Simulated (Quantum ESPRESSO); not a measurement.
An input for Quantum ESPRESSO 7.5 (Ba):

pw.in

```
&CONTROL
  calculation = 'vc-relax'
  prefix = 'pwscf'
  outdir = './tmp'
  pseudo_dir = './pseudo'
  tprnfor = .true.
  tstress = .true.
  disk_io = 'low'
  nstep = 30
  forc_conv_thr = 0.0004
  etot_conv_thr = 1d-05
/
&SYSTEM
  ibrav = 0
  nat = 2
  ntyp = 1
  ecutwfc = 57
  nbnd = 10
  input_dft = 'pz'
  occupations = 'smearing'
  smearing = 'gaussian'
  degauss = 0.00734986
/
&ELECTRONS
  conv_thr = 2d-10
  electron_maxstep = 100
  mixing_beta = 0.5
/
&IONS
  ion_dynamics = 'bfgs'
/
&CELL
  cell_dynamics = 'bfgs'
  press = 0
  press_conv_thr = 0.3
/
ATOMIC_SPECIES
Ba   137.3270 Ba.upf
CELL_PARAMETERS angstrom
   3.9724736100   -0.0041784500    0.0087354400
  -0.0041784500    3.9997167100    0.0847012200
   0.0087354400    0.0847012200    3.7809623000
ATOMIC_POSITIONS crystal
Ba     0.0000000000    0.0000000000    0.0000000000
K_POINTS automatic
5 5 5 0 0 0
```

Potentials or basis: Ansatz NC SR PBE.

Command:

```sh
$ OMP_NUM_THREADS=1 pw.x -in pw.in > pw.out
```

Does this run start?

The run stopped without a result. It printed:

pw.out:

```text
This program is part of the open-source Quantum ESPRESSO suite
     for quantum simulation of materials; please cite
         "P. Giannozzi et al., J. Phys.:Condens. Matter 21 395502 (2009);
         "P. Giannozzi et al., J. Phys.:Condens. Matter 29 465901 (2017);
         "P. Giannozzi et al., J. Chem. Phys. 152 154105 (2020);
     in publications or presentations arising from this work. More details at

 %%%%%%%%%%%%%%%%%%%%%%%%%%%%%%%%%%%%%%%%%%%%%%%%%%%%%%%%%%%%%%%%%%%%%%%%%%%%%%
     Error in routine read_cards (2):
     wrong number of columns in ATOMIC_POSITIONS
 %%%%%%%%%%%%%%%%%%%%%%%%%%%%%%%%%%%%%%%%%%%%%%%%%%%%%%%%%%%%%%%%%%%%%%%%%%%%%%

     stopping ...
```
